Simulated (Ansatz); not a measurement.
Au:

```
CELL_PARAMETERS angstrom
2.74841 0.00000 0.00000
0.00000 2.74841 0.00000
0.00000 0.00000 2.74841
ATOMIC_POSITIONS crystal
Au 0.50000 0.50000 0.50000
```

The cell was built by a generator and needn't be a form met in nature.

Base run:

* Program: Ansatz 0.2.0
* Functional: RPBE
* Potentials or basis: Ansatz PAW
* Cutoff: 420 eV
* Density cutoff: 1680 eV
* k mesh: 10 × 10 × 10
* Occupations: fermi-dirac, width 0.05 eV
* Spin: no spin polarisation

Its results: band gap on the k mesh none (metal or under the smearing width); pressure 3.6 GPa.

Problem. After a change of settings the same cell gave: band gap on the k mesh none (metal or under the smearing width); pressure 2.6 GPa. Which change was it?
A. functional from RPBE to PBEsol
B. functional from RPBE to revPBE
C. functional from RPBE to LDA
D. functional from RPBE to r2SCAN; cutoff from 420 eV to 500 eV; density cutoff from 1680 eV to 2000 eV

Solution. B.

Caveats: the potentials were made for another functional, which shifts forces and pressure; the PAW data sets come from PBE, with cores solved anew for the run's functional, which leaves a small shift of forces and pressure.

Not every run made on this cell is shown here.
